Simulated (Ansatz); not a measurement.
# Relaxation of Fe

Computed with DFT PBE, scalar-relativistic, plane waves, PAW (Ansatz 0.2.0). Run with 420 eV cutoff, 18×18×12 k-mesh, Gaussian smearing of 0.10 eV, no spin polarisation.

What was changed in Ru: Ru → Fe on all its sites, cell and atoms relaxed.

Command:

```bash
ansatz run input.yaml --threads 1 --pin off --max-ram 2560MiB --backend cpu --events-out ev --progress --plain --runs-dir out
```

Input:

```yaml
crystal:
  lattice:
    - [2.4587314624, 0.0, 0.0]
    - [-1.2293657312, 2.1293239075, 0.0]
    - [0.0, 0.0, 3.8953859972]
  atoms:
    - { symbol: Fe, position: [0.3333333333, 0.6666666667, 0.25] }
    - { symbol: Fe, position: [0.6666666667, 0.3333333333, 0.75] }
basis:
  ecutwfc: 420
kpoints:
  mp_grid: { grid: [18, 18, 12] }
hamiltonian:
  xc: pbe
scf:
  occupations: { method: gaussian, width: 0.1 }
output:
  forces: true
  stress: true
  eigenvalues: true
  write_density: true
  write_potential: true
  elf: true
  volumetric_format: npy
relax:
  adjacent_minimum: "off"
  f_tol: 0.01
  max_steps: 60
  cell: { stress_tol: 0.1 }
```

F is the free energy. Steps run on the plane waves of an earlier cell, but the last one, and at times one on the way, on a freshly chosen basis, so a repeated geometry can differ a little in energy.

Steps:

```tsv
step	F − F(1) (eV)	largest force component (eV/Å)	V (Å³/atom)	P (GPa)
1	0.0000	0.000	10.197	0.03
2	-0.0001	0.000	10.198	0.00
3	-0.0001	0.000	10.198	0.00
4	-0.0001	0.000	10.198	0.00
```

Relaxed structure:

```
CELL_PARAMETERS angstrom
2.46041 0.00000 0.00000
-1.23020 2.13077 0.00000
0.00000 0.00000 3.89065
ATOMIC_POSITIONS crystal
Fe 0.33333 0.66667 0.25000
Fe 0.66667 0.33333 0.75000
```

Symmetry: P6_3/mmc, No. 194, hexagonal system. Conventional cell: a = 2.460 Å, b = 2.460 Å, c = 3.891 Å, α = 90.00°, β = 90.00°, γ = 120.00°. Fe (site symmetry -6m2) is surrounded by 12 Fe at 2.41 to 2.46 Å.

The run converged. Time: 27 s on 1 thread of Intel(R) Xeon(R) Platinum 8259CL CPU @ 2.50GHz (Skylake/Cascade Lake), on a shared host, peak memory 0.45 GiB.